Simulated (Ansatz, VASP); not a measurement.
**ZrB2: VASP beside Ansatz**

The input INCAR:

```
PREC = Accurate
ENCUT = 520
EDIFF = 1E-8
ISMEAR = -1
SIGMA = 0.05
LREAL = False
LASPH = True
NELM = 100
ALGO = Normal
ISIF = 2
LWAVE = False
LCHARG = False
GGA = CA
LEFG = True
NBANDS = 16
```

File KPOINTS:

```
Automatic mesh
0
Gamma
  12 12 9
```

POSCAR

```
ZrB2
1.0
    3.2270744050      0.0000000000      0.0000000000
   -1.6135372026      2.7947284147      0.0000000000
    0.0000000000      0.0000000000      3.5890371349
Zr B
1 2
Direct
    0.0000000000      0.0000000000      0.0000000000
    0.3333333333      0.6666666667      0.5000000000
    0.6666666667      0.3333333333      0.5000000000
```

Input for Ansatz:

```yaml
crystal:
  lattice:
    - [3.227074405, 0.0, 0.0]
    - [-1.6135372026, 2.7947284147, 0.0]
    - [0.0, 0.0, 3.5890371349]
  atoms:
    - { symbol: Zr, position: [0.0, 0.0, 0.0] }
    - { symbol: B, position: [0.3333333333, 0.6666666667, 0.5] }
    - { symbol: B, position: [0.6666666667, 0.3333333333, 0.5] }
kpoints:
  mp_grid: { grid: [12, 12, 9] }
scf:
  occupations: { method: fermi_dirac, width: 0.05 }
hamiltonian:
  xc: lda
  pseudopotentials: { kind: paw }
output:
  forces: true
  stress: true
  eigenvalues: true
  efg: { contact_densities: true }
  write_density: true
  write_potential: true
  elf: true
  volumetric_format: npy
```

Change from the starting cell: volume scaled by 1.06, PAW files.

Alike in both runs: task electric field gradients; functional LDA; k mesh 12 × 12 × 9; occupations fermi-dirac, width 0.05 eV; no spin polarisation.

```csv
,VASP,Ansatz
version,VASP 6.6.1,Ansatz 0.2.0
potentials or method,"VASP PAW LDA potentials, release 64 (Zr_sv, B)","PAW with Ansatz's default frozen-core files, scalar-relativistic"
plane-wave cutoff (eV),520,420
valence electrons in the cell,18,18
```

Ansatz gave:

* pressure (GPa): -19.3
* largest component of the traceless stress (GPa): 1.53
* Vzz of the field gradient on the site that differs most (V/Å²): 46.4

Problem. Estimate VASP's values.

Solution. Pressure (GPa): -19.0; largest component of the traceless stress (GPa): 1.55; Vzz of the field gradient on the site that differs most (V/Å²): 43.9.

Ansatz warned: «gradients_without_spin_orbit».

Caveats: so large a pressure means that the cell lies far from this level's equilibrium, or that cutoff or potentials fall short (VASP).
